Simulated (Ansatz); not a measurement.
A run of Ansatz 0.2.0:

File input.yaml:

```yaml
crystal:
  lattice:
    - [0.0, 2.3495, 2.3495]
    - [2.3495, 0.0, 2.3495]
    - [2.3495, 2.3495, 0.0]
  atoms:
    - { symbol: Cd, position: [0.0, 0.0, 0.0] }
    - { symbol: O, position: [0.5, 0.5, 0.5] }
kpoints:
  mp_grid: { grid: [10, 10, 10] }
  band_path:
    path:
      - [0.0, 0.0, 0.0]
      - [0.5, 0.0, 0.5]
      - [0.5, 0.25, 0.75]
      - [0.375, 0.375, 0.75]
      - [0.0, 0.0, 0.0]
      - [0.5, 0.5, 0.5]
      - [0.625, 0.25, 0.625]
      - [0.5, 0.25, 0.75]
    npoints: 12
scf:
  occupations: { method: fermi_dirac, width: 0.05 }
hamiltonian:
  xc: pbesol
  pseudopotentials: { kind: all_electron, lapw: { basis_error: 0.001 } }
output:
  forces: true
  stress: true
  eigenvalues: true
```

Potentials or basis: all-electron LAPW, scalar-relativistic.

The run is started by

```bash
$ ansatz run input.yaml --threads 1 --pin off --max-ram 3072MiB --backend cpu --events-out ev --progress --plain --runs-dir out
```

Hardware: 1 thread of Arm Neoverse V1, on a shared host.

Question: How long does it take, and how much memory?

Answer: Wall time 14 s on 1 thread of Arm Neoverse V1, with other jobs on the host, peak memory 0.31 GiB. Counts: scf iterations 7, plane waves 331, k points 47, bands 23.
